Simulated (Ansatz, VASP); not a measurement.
Two plane-wave programs on MgO

File POSCAR:

```
MgO
1.0
    0.0000000000      2.1351500000      2.1351500000
    2.1351500000      0.0000000000      2.1351500000
    2.1351500000      2.1351500000      0.0000000000
Mg O
1 1
Direct
   -0.0585438962      0.0585438962     -0.0585438962
    0.5000000000      0.5000000000      0.5000000000
```

INCAR.step1

```
  PREC = Accurate
  ENCUT = 520
  ISMEAR = 0
  SIGMA = 0.05
  LREAL = False
  LASPH = True
  NELM = 100
  NBANDS = 11
  GGA = PE
  ALGO = Normal
  EDIFF = 1E-4
  LWAVE = True
  LCHARG = False
```

The input INCAR.step2:

```
  PREC = Accurate
  ENCUT = 520
  EDIFF = 1E-6
  ISMEAR = 0
  SIGMA = 0.05
  LREAL = False
  LASPH = True
  NELM = 100
  ALGO = Normal
  ISIF = 2
  LWAVE = False
  LCHARG = True
  METAGGA = R2SCAN
  LMIXTAU = True
  LELF = True
  LVHAR = True
  NBANDS = 11
  ISTART = 1
```

KPOINTS

```
regular mesh
0
Gamma
  10 10 10
```

Input for Ansatz:

```yaml
crystal:
  lattice:
    - [0.0, 2.13515, 2.13515]
    - [2.13515, 0.0, 2.13515]
    - [2.13515, 2.13515, 0.0]
  atoms:
    - { symbol: Mg, position: [-0.0585438962, 0.0585438962, -0.0585438962] }
    - { symbol: O, position: [0.5, 0.5, 0.5] }
basis:
  ecutwfc: 500
kpoints:
  mp_grid: { grid: [10, 10, 10] }
hamiltonian:
  xc: r2scan
scf:
  occupations: { method: gaussian, width: 0.05 }
output:
  forces: true
  stress: true
  eigenvalues: true
```

Change from the starting cell: all Mg atoms moved -0.250 Å, as atom 1 along Cartesian [0 1 0].

Alike in both runs: task single point; functional r2SCAN; k mesh 10 × 10 × 10; occupations gaussian, width 0.05 eV; no spin polarisation.

```csv
,VASP,Ansatz
version,VASP 6.6.1,Ansatz 0.2.0
potentials or method,"VASP PAW PBE potentials, release 64 (Mg, O)","scalar-relativistic, plane waves, PAW"
plane-wave cutoff (eV),520,500
valence electrons in the cell,8,16
```

VASP gave:

```
gap on the k mesh at the Fermi level (eV)       : 5.18
least direct gap on the mesh (eV)               : 5.18
pressure (GPa)                                  : -2.2
largest component of the traceless stress (GPa) : 13.95
rms of the force components (eV/Å)              : 0.983
```

Problem. Which values does Ansatz return?

Solution. gap on the k mesh at the Fermi level (eV): 5.20; least direct gap on the mesh (eV): 5.20; pressure (GPa): -1.3; largest component of the traceless stress (GPa): 13.63; rms of the force components (eV/Å): 0.970.

Atom by atom the forces differ by 0.012 eV/Å (rms over components). The functional is the same, so the differences come from potentials, cutoffs and numerics. The two sets of potentials don't hold the same shells in valence.

Caveats: the PAW data sets were made with another functional, which shifts forces and pressure a little (VASP).
